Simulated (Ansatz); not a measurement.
A vibration from a frozen displacement in HfN

Theory: DFT PBEsol, scalar-relativistic, plane waves, PAW in Ansatz 0.2.0. Settings: plane waves to 420 eV, k-mesh 16×16×16 (Γ-centred), Gaussian smearing 0.15 eV. Spin–orbit coupling is left out, which matters for the heavy elements here. No spin polarisation. Energies are free energies at this smearing, counted from the undisturbed cell; pressure is positive in compression.

Zero of the scan (as given, not relaxed at this level; it stands at -5.0 GPa; this zinc-blende form isn't the usual structure):

```xyz
2
Lattice="0.0000 2.4548 2.4548 2.4548 0.0000 2.4548 2.4548 2.4548 0.0000" Properties=species:S:1:pos:R:3 pbc="T T T"
Hf    0.0000    0.0000    0.0000
N     3.6822    3.6822    3.6822
```

Every Hf atom is moved by x along the Cartesian unit vector (0.000, 0.000, 1.000); the cell and all other atoms stay fixed. The cell's volume is 29.59 Å³; the moved atoms weigh 178.490 u together and the others 14.007 u. Some rows repeat others by symmetry and weren't run.

```csv
x (Å),ΔE (meV/cell),total force on the moved atoms along the move (eV/Å),pressure (GPa)
-0.1000,57.15,1.1468,-4.0159
-0.0875,43.73,1.0006,-4.2489
-0.0750,32.14,0.8549,-4.4508
-0.0625,22.35,0.7111,-4.6215
-0.0500,14.35,0.5697,-4.7615
-0.0375,8.10,0.4294,-4.8711
-0.0250,3.62,0.2882,-4.9503
-0.0125,0.91,0.1449,-4.9982
0.0000,0.00,0.0000,-5.0144
0.0125,0.91,-0.1449,-4.9982
0.0250,3.62,-0.2882,-4.9503
0.0375,8.10,-0.4294,-4.8711
0.0500,14.35,-0.5697,-4.7615
0.0625,22.35,-0.7111,-4.6215
0.0750,32.14,-0.8549,-4.4508
0.0875,43.73,-1.0006,-4.2489
0.1000,57.15,-1.1468,-4.0159
```

**Question.** What frequency belongs to this motion?

**Answer.** The force constant is k = −dF/dx = 11.592 eV/Å², from the parabola through x = -0.0125, 0 and 0.0125. In every cell the moved atoms swing against the rest, so the mass is μ = m₁m₂/(m₁ + m₂) = 12.988 u, and ν̃ = 521.5 cm⁻¹ × √(|k|/μ) = 493 cm⁻¹, at this cell's pressure of -5.0 GPa. To first order in x, and within 1 %, the force on every atom lies along the move and, within each of the two groups, in proportion to the atom's mass, so this is itself a mode at the zone centre of this cell.

**Question.** How far does the harmonic law reach?

**Answer.** At x = -0.100 Å, kx²/2 = 57.96 meV against the computed 57.15 meV (-1.4 %): the well is still close to harmonic there.

**Question.** The pressure changes with x². What does that say about the frequency under compression?

**Answer.** With E = k(V)x²/2, k ∝ V^(−2γ) and x scaling with the cell as V^(1/3), P − P0 = −∂E/∂V = (2γ − 2/3) ΔE/V. At x = 0.0250 Å, V(P − P0) = 29.59 × 0.06410 / 160.2 eV = 11.84 meV and ΔE = 3.62 meV, so γ = 1/3 + V(P − P0)/(2ΔE) = 1.97. This is the Grüneisen parameter of the motion under uniform scaling of the cell: shrinking the cell evenly by 1 % in volume raises the frequency by about 1.97 %.

In a metal these slopes depend on the k mesh and the smearing.

The mode is stiff and belongs mostly to nitrogen: with so heavy a partner, the reduced mass of 12.988 u lies close to that of N alone, and the restoring force comes from short, polar Hf–N bonds with mixed Hf 5d and N 2p character. Compression strengthens this overlap and the short-range repulsion, hence the positive Grüneisen parameter. As the cell is under tension, contraction to zero pressure should raise the frequency above 493 cm⁻¹.

The small energy deviation at the end of the scan hides some structure. The ratio of force to displacement falls up to 0.0625 Å and then rises again, which a single quartic correction can't produce. Occupations shifting among states near the Fermi level are one possible cause, their finite sampling another.

The scan shows the near-harmonic well only along a cube axis, and by symmetry the other cube axes share it. Zinc-blende symmetry forbids a cubic term along these axes but allows one along the bonds, where the two senses of motion are inequivalent.
